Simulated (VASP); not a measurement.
# Ti (Im-3m) in VASP: settings compared

Aim: see how the results for Ti move with the level of theory and the settings. Levels: PBE, PBEsol. Tasks: single point.

All numbers are computed with VASP 6.6.1; they aren't measurements. Logs are shortened: lines on timing, memory, paths and dates and some standing lists are left out, and cuts for length are marked.

### Step 1. The crystal as given

It takes space group Im-3m (No. 229, cubic). The conventional cell has a = 3.252 Å, b = 3.252 Å, c = 3.252 Å, α = 90.00°, β = 90.00°, γ = 90.00°. Ti (site symmetry m-3m) has 8 Ti at 2.82 Å as nearest neighbours.

This isn't the form of Ti at room conditions, which is hcp.

### Step 2. Single point, PBE

Input file INCAR:

```
SYSTEM = Ti
PREC = Accurate
ENCUT = 520
EDIFF = 1E-6
ISMEAR = -1
SIGMA = 0.05
LREAL = .False.
LASPH = .True.
NELM = 80
ALGO = Normal
ISIF = 2
LWAVE = .False.
LCHARG = .True.
GGA = PE
LELF = .True.
LVHAR = .True.
NBANDS = 12
```

Input file KPOINTS:

```
Automatic mesh
0
Gamma
  18 18 18
  0 0 0
```

Input file POSCAR:

```
Ti
1.0
   -1.6258179727      1.6258179727      1.6258179727
    1.6258179727     -1.6258179727      1.6258179727
    1.6258179727      1.6258179727     -1.6258179727
Ti
1
Direct
    0.0000000000      0.0000000000      0.0000000000
```

Potentials or basis: VASP PAW PBE potentials, release 64 (Ti_sv).

Started as:

```bash
cat potpaw_PBE.64/Ti_sv/POTCAR > POTCAR
mpirun -np 1 vasp_std > vasp.out
```

OUTCAR:

```text
SYSTEM = Ti
   PREC = Accurate
   ENCUT = 520
   EDIFF = 1E-6
   ISMEAR = -1
   LREAL = .False.
   LASPH = .True.
   NELM = 80
   ISIF = 2
   GGA = PE

 ion  position               nearest neighbor table
   1  0.000  0.000  0.000-

  LATTYP: Found a body centered cubic cell.
 ALAT       =     3.2516359454

  Lattice vectors:

 A1 = (  -1.6258179727,   1.6258179727,   1.6258179727)
 A2 = (   1.6258179727,  -1.6258179727,   1.6258179727)
 A3 = (   1.6258179727,   1.6258179727,  -1.6258179727)

Analysis of symmetry for initial positions (statically):
=====================================================================
 Subroutine PRICEL returns:
 Original cell was already a primitive cell.

 Routine SETGRP: Setting up the symmetry group for a
 body centered cubic supercell.

 Subroutine GETGRP returns: Found 48 space group operations
 (whereof 48 operations were pure point group operations)
 out of a pool of 48 trial point group operations.

The static configuration has the point symmetry O_h .

Analysis of symmetry for dynamics (positions and initial velocities):
=====================================================================
 Subroutine PRICEL returns:
 Original cell was already a primitive cell.

 Routine SETGRP: Setting up the symmetry group for a
 body centered cubic supercell.

 Subroutine GETGRP returns: Found 48 space group operations
 (whereof 48 operations were pure point group operations)
 out of a pool of 48 trial point group operations.

The dynamic configuration has the point symmetry O_h .

 Subroutine INISYM returns: Found 48 space group operations
 (whereof 48 operations are pure point group operations),
 and found     1 'primitive' translations

----------------------------------------------------------------------------------------

                                     Primitive cell

  volume of cell :      17.1900

  direct lattice vectors                    reciprocal lattice vectors
    -1.625817973  1.625817973  1.625817973     0.000000000  0.307537503  0.307537503
     1.625817973 -1.625817973  1.625817973     0.307537503  0.000000000  0.307537503
     1.625817973  1.625817973 -1.625817973     0.307537503  0.307537503  0.000000000

  length of vectors
     2.815999333  2.815999333  2.815999333     0.434923708  0.434923708  0.434923708

  position of ions in fractional coordinates (direct lattice)
     0.000000000  0.000000000  0.000000000

  ion indices of the primitive-cell ions
   primitive index   ion index
                 1           1

----------------------------------------------------------------------------------------

 KPOINTS: Automatic mesh

Automatic generation of k-mesh.
 Grid dimensions read from file:
 generate k-points for:   18   18   18

 Generating k-lattice:

  Cartesian coordinates                     Fractional coordinates (reciprocal lattice)
     0.000000000  0.017085417  0.017085417     0.055555556  0.000000000  0.000000000
     0.017085417  0.000000000  0.017085417     0.000000000  0.055555556  0.000000000
     0.017085417  0.017085417  0.000000000     0.000000000  0.000000000  0.055555556

  Length of vectors
     0.024162428  0.024162428  0.024162428

  Shift w.r.t. Gamma in fractional coordinates (k-lattice)
     0.000000000  0.000000000  0.000000000

 Subroutine IBZKPT returns following result:
 ===========================================

 Found    195 irreducible k-points:

 Following reciprocal coordinates:
            Coordinates               Weight
  0.000000  0.000000  0.000000      1.000000
  0.055556  0.000000  0.000000     12.000000
  0.111111  0.000000  0.000000     12.000000
  0.166667  0.000000  0.000000     12.000000
  0.222222  0.000000  0.000000     12.000000
  0.277778  0.000000  0.000000     12.000000
[... 16 lines left out ...]
  0.333333  0.111111  0.000000     48.000000
  0.388889  0.111111  0.000000     48.000000
 [... further k-points ...]
   k-points           NKPTS =    195   k-points in BZ     NKDIM =    195   number of bands    NBANDS=     12
   number of dos      NEDOS =    301   number of ions     NIONS =      1
   total plane-waves  NPLWV =  13824
   dimension x,y,z NGX =    24 NGY =   24 NGZ =   24
   dimension x,y,z NGXF=    48 NGYF=   48 NGZF=   48
   ions per type =               1
   NGX,Y,Z   is equivalent  to a cutoff of  14.17, 14.17, 14.17 a.u.
   NGXF,Y,Z  is equivalent  to a cutoff of  28.34, 28.34, 28.34 a.u.
 SYSTEM =  Ti
   PREC   = accura    normal or accurate (medium, high low for compatibility)
   ISTART =      0    job   : 0-new  1-cont  2-samecut
   ICHARG =      2    charge: 1-file 2-atom 10-const
   ISPIN  =      1    spin polarized calculation?
   LNONCOLLINEAR =      F non collinear calculations
   LSORBIT =      F    spin-orbit coupling
   LASPH  =      T    aspherical Exc in radial PAW
   ENCUT  =  520.0 eV  38.22 Ry    6.18 a.u.   5.24  5.24  5.24*2*pi/ulx,y,z
   NELM   =     80;   NELMIN=  2; NELMDL= -5     # of ELM steps
   EDIFF  = 0.1E-05   stopping-criterion for ELM
   LREAL  =      F    real-space projection
   EDIFFG = 0.1E-04   stopping-criterion for IOM
   NSW    =      0    number of steps for IOM
   IBRION =     -1    ionic relax: 0-MD 1-quasi-New 2-CG
   NFREE  =      0    steps in history (QN), initial steepest desc. (CG)
   ISIF   =      2    stress and relaxation
   ISYM   =      2    0-nonsym 1-usesym 2-fastsym
   POTIM  = 0.5000    time-step for ionic-motion
   TEBEG  =    0.0;   TEEND  =   0.0 temperature during run
   PSTRESS=    0.0 pullay stress
   NELECT =      12.0000    total number of electrons
   NUPDOWN=      -1.0000    fix difference up-down
   EMIN   =  10.00;   EMAX   =-10.00  energy-range for DOS
   EFERMI =   0.00;   METHOD = LEGACY
   ISMEAR =    -1;   SIGMA  =   0.05  broadening in eV -4-tet -1-fermi 0-gaus
   EFERMI_NEDOS =   21; number of points for ismear=-14 and -15
   IALGO  =     38    algorithm
   IMIX   =      4    mixing-type and parameters
     AMIX     =   0.40;   BMIX     =  1.00
     AMIX_MAG =   1.60;   BMIX_MAG =  1.00
  volume/ion in A,a.u.               =      17.19       116.00
  Fermi-wavevector in a.u.,A,eV,Ry     =   1.452257  2.744367 28.695353  2.109049
  Thomas-Fermi vector in A             =   2.569659
   LORBIT       =      0    0 simple, 1 ext, 2 COOP (PROOUT), +10 PAW based schemes
   GGA     = PE    functional components
   LHFCALC =     F    Hartree Fock is set to
   AEXX    =    0.0000 exact exchange contribution
   IVDW    =     0    specifies the selected vdW correction
   LEPSILON=     F    determine dielectric tensor
   LRPA    =     F    only Hartree local field effects (RPA)
 non-spin polarized calculation
  energy-cutoff  :      520.00
  volume of cell :       17.19
 maximum number of plane-waves:       476
 NGX is ok and might be reduce to    24
   NGX = 11   NGY = 11   NGZ = 11

 number of electron      11.9999996 magnetization

 Free energy of the ion-electron system (eV)
  ---------------------------------------------------
  ext. energy  EPLUGINS =         0.00000000
  ---------------------------------------------------
  free energy    TOTEN  =        -7.73423713 eV

  energy without entropy =       -7.71557197  energy(sigma->0) =       -7.72490455

 E-fermi :   8.1943     XC(G=0): -11.5425

 val. band max:        8.1904965470   @ k =   0.2778   0.1111   0.0556
 cond. band min:       8.2017891014   @ k =   0.2778   0.0556   0.0000
 fundamental gap:      0.0112925543
 Fermi energy:         8.1943198147

 k-point     1 :       0.0000    0.0000    0.0000
  band No.  band energies     occupation
      1     -48.3188      2.00000
      2     -24.1631      2.00000
      3     -24.1631      2.00000
      4     -24.1631      2.00000
      5       2.2175      2.00000
      6       9.1907      0.00000
      7       9.1907      0.00000
      8       9.1907      0.00000
      9      10.9698      0.00000
     10      10.9698      0.00000
     11      25.6791      0.00000
     12      25.6791      0.00000

 k-point     2 :       0.0556    0.0000    0.0000
  band No.  band energies     occupation
      1     -48.3147      2.00000
      2     -24.1849      2.00000
      3     -24.1698      2.00000
      4     -24.1632      2.00000
      5       2.3245      2.00000
      6       9.1414      0.00000
      7       9.1776      0.00000
      8       9.2685      0.00000
      9      10.9112      0.00000
     10      10.9726      0.00000
     11      25.5194      0.00000
     12      25.6716      0.00000

 k-point     3 :       0.1111    0.0000    0.0000
  band No.  band energies     occupation
      1     -48.3030      2.00000
      2     -24.2476      2.00000
      3     -24.1891      2.00000
      4     -24.1636      2.00000
      5       2.6380      2.00000
      6       9.0025      0.00000
      7       9.1201      0.00000
      8       9.4977      0.00000
      9      10.7772      0.00000
     10      10.9832      0.00000
     11      25.0083      0.00000
     12      25.5615      0.00000
[... 286 lines left out ...]
 k-point    23 :       0.3333    0.1111    0.0000
  band No.  band energies     occupation
      1     -48.1933      2.00000
      2     -24.7640      2.00000
      3     -24.3766      2.00000
      4     -24.1962      2.00000
      5       5.7646      2.00000
      6       7.9239      1.99109
      7       8.4531      0.01123
      8      10.8206      0.00000
      9      11.3579      0.00000
     10      12.3975      0.00000
     11      18.4834      0.00000
     12      21.7310      0.00000

 k-point    24 :       0.3889    0.1111    0.0000
  band No.  band energies     occupation
      1     -48.1820      2.00000
      2     -24.8129      2.00000
      3     -24.3997      2.00000
      4     -24.1971      2.00000
      5       5.9407      2.00000
      6       7.8366      1.99844
      7       8.7336      0.00004
      8      10.8904      0.00000
      9      11.4417      0.00000
     10      12.8438      0.00000
     11      17.4281      0.00000
     12      21.3737      0.00000

 [... further k-points ...]

------------------------ aborting loop because EDIFF is reached ----------------------------------------

  FORCE on cell =-STRESS in cart. coord.  units (eV):
  Direction    XX          YY          ZZ          XY          YZ          ZX
  --------------------------------------------------------------------------------------
  -------------------------------------------------------------------------------------
  Total        0.0191579      0.0191579      0.0191579      0.0000000      0.0000000      0.0000000
  in kB        1.7855924      1.7855924      1.7855924      0.0000000      0.0000000      0.0000000
  external PRESSURE =       1.7855924 kB  Pullay stress =       0.0000000 kB

 VOLUME and BASIS-vectors are now :
 -----------------------------------------------------------------------------
  energy-cutoff  :      520.00
  volume of cell :       17.19
      direct lattice vectors                 reciprocal lattice vectors
    -1.625817973  1.625817973  1.625817973     0.000000000  0.307537503  0.307537503
     1.625817973 -1.625817973  1.625817973     0.307537503  0.000000000  0.307537503
     1.625817973  1.625817973 -1.625817973     0.307537503  0.307537503  0.000000000

 POSITION                                       TOTAL-FORCE (eV/Angst)
 -----------------------------------------------------------------------------------
      0.00000      0.00000      0.00000        -0.000000      0.000000     -0.000000
 -----------------------------------------------------------------------------------
    total drift:                                0.000000      0.000000      0.000000

  FREE ENERGIE OF THE ION-ELECTRON SYSTEM (eV)
  ---------------------------------------------------
  free  energy   TOTEN  =        -7.7342371322 eV

  energy  without entropy=       -7.7155719705  energy(sigma->0) =       -7.72490455
```

Wall time 18 s (1 thread of Intel Xeon Platinum 8488C (Sapphire Rapids), shared host); peak memory 0.17 GiB.

What came out:

| Item | Value |
| --- | --- |
| Free energy | -7.7342 eV |
| Pressure | 0.2 GPa |
| Band gap on the k mesh | none (metal or under the smearing width) |

### Step 3. Single point, PBEsol

Input file INCAR:

```
SYSTEM = Ti
PREC = Accurate
ENCUT = 520
EDIFF = 1E-7
ISMEAR = -1
SIGMA = 0.05
LREAL = .False.
LASPH = .True.
NELM = 60
ALGO = Fast
ISIF = 2
LWAVE = .False.
LCHARG = .True.
GGA = PS
LELF = .True.
LVHAR = .True.
NBANDS = 12
```

KPOINTS is that of step 2.

POSCAR is that of step 2.

Potentials or basis: VASP PAW PBE potentials, release 64 (Ti_sv).

Started as:

```bash
cat potpaw_PBE.64/Ti_sv/POTCAR > POTCAR
mpirun -np 1 vasp_std > vasp.out
```

It took 41 s on 1 thread of Intel Xeon Platinum 8488C (Sapphire Rapids), shared host; peak memory 0.16 GiB.

Results (log left out):

| Item | Value |
| --- | --- |
| Free energy | -8.2353 eV |
| Pressure | -4.3 GPa |
| Band gap on the k mesh | none (metal or under the smearing width) |

Levels at points of the mesh, in eV from the Fermi level:
| k point | band 2 | band 3 | band 4 | band 5 | band 6 | band 7 | band 8 | band 9 | band 10 | band 11 |
| --- | --- | --- | --- | --- | --- | --- | --- | --- | --- | --- |
| (0.00, 0.00, 0.00) | -32.22 | -32.22 | -32.22 | -5.97 | 0.99 | 0.99 | 0.99 | 2.79 | 2.79 | 17.49 |
| (0.50, 0.00, 0.00) | -32.92 | -32.44 | -32.22 | -2.48 | -0.41 | 1.18 | 2.77 | 3.13 | 4.35 | 8.89 |
| (0.50, 0.50, 0.50) | -32.70 | -32.70 | -32.70 | -2.14 | -2.14 | 3.99 | 3.99 | 3.99 | 8.44 | 8.44 |

Caveat: the PAW data sets were made with another functional, which shifts forces and pressure a little.
